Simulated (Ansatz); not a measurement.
Here is an Ansatz 0.2.0 calculation.

File input.yaml:

```yaml
crystal:
  lattice:
    - [-1.66395, 1.66395, 1.66395]
    - [1.66395, -1.66395, 1.66395]
    - [1.66395, 1.66395, -1.66395]
  atoms:
    - { symbol: Nb, position: [0.0, 0.0, 0.0] }
hamiltonian:
  xc: revpbe
  pseudopotentials: { kind: paw }
  dispersion: d3bj
kpoints:
  mp_grid: { grid: [11, 11, 11] }
scf:
  occupations: { method: fermi_dirac, width: 0.05 }
output:
  forces: true
  stress: true
  eigenvalues: true
relax:
  f_tol: 0.01
  max_steps: 40
  cell: { stress_tol: 0.05 }
```

Potentials or basis: Ansatz PAW.

Launch:

```sh
$ ansatz run input.yaml --threads 2 --pin off --max-ram 5632MiB --backend cpu --events-out ev --progress --plain --runs-dir out
```

Question: Predict the band gap on the k mesh.

Answer: None (metal or under the smearing width).

Question: Predict the space group after relaxing (to 0.05 Å).

Answer: Im-3m (No. 229).

Question: Estimate the relaxed cell.

Answer: a = 2.811 Å, b = 2.811 Å, c = 2.811 Å, α = 109.47°, β = 109.47°, γ = 109.47°.

The path:
| step | energy change (eV) | largest force (eV/Å) | volume (Å³) |
| --- | --- | --- | --- |
| 1 | 0.0000 | 0.0000 | 18.43 |
| 2 | -0.0531 | 0.0000 | 17.19 |
| 3 | -0.0534 | 0.0000 | 17.09 |
| 4 | -0.0534 | 0.0000 | 17.09 |
| 5 | -0.0531 | 0.0000 | 17.09 |

Caveat: the plane-wave basis is chosen anew once the cell has moved, so the energies of steps on either side of that aren't comparable; pairwise dispersion overbinds metals, which lowers pressure and volume; the PAW data sets come from PBE, with cores solved anew for the run's functional, which leaves a small shift of forces and pressure.
